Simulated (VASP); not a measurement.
SnS2, 3 atoms in the cell. The structure is trigonal, space group P-3m1 (No. 164). The conventional cell has a = 3.639 Å, b = 3.639 Å, c = 5.868 Å, α = 90.00°, β = 90.00°, γ = 120.00°. Sn (site symmetry -3m) is surrounded by 6 S at 2.56 Å. S (site symmetry 3m) is surrounded by 3 Sn at 2.56 Å. 

| Quantity | Value |
| --- | --- |
| Program | VASP 6.6.1 |
| Task | relaxation of the atoms |
| Functional | optB88-vdW |
| Potentials or basis | VASP PAW PBE potentials, release 64 (Sn_d, S) |
| Cutoff | 520 eV |
| k mesh | 10 × 10 × 6 |
| Occupations | gaussian, width 0.05 eV |
| Spin | no spin polarisation |
| Further INCAR settings | ALGO = Fast; EDIFF = 1e-06; IBRION = 2; EDIFFG = -0.02; NSW = 40 |

Potentials or basis: VASP PAW PBE potentials, release 64 (Sn_d, S).

The run is started by

```sh
$ cat potpaw_PBE.64/Sn_d/POTCAR potpaw_PBE.64/S/POTCAR > POTCAR
$ mpirun -np 2 vasp_std > vasp.out
```

Hardware: 2 MPI ranks on Intel(R) Xeon(R) 6975P-C (Granite Rapids), on a shared host.

**Question.** How long does it take, and how much memory?

**Answer.** It took 2.7 min on 2 MPI ranks on Intel(R) Xeon(R) 6975P-C (Granite Rapids), on a shared host, peak memory 0.45 GiB a rank. Counts: scf iterations 34, k points 72, ion steps 3.
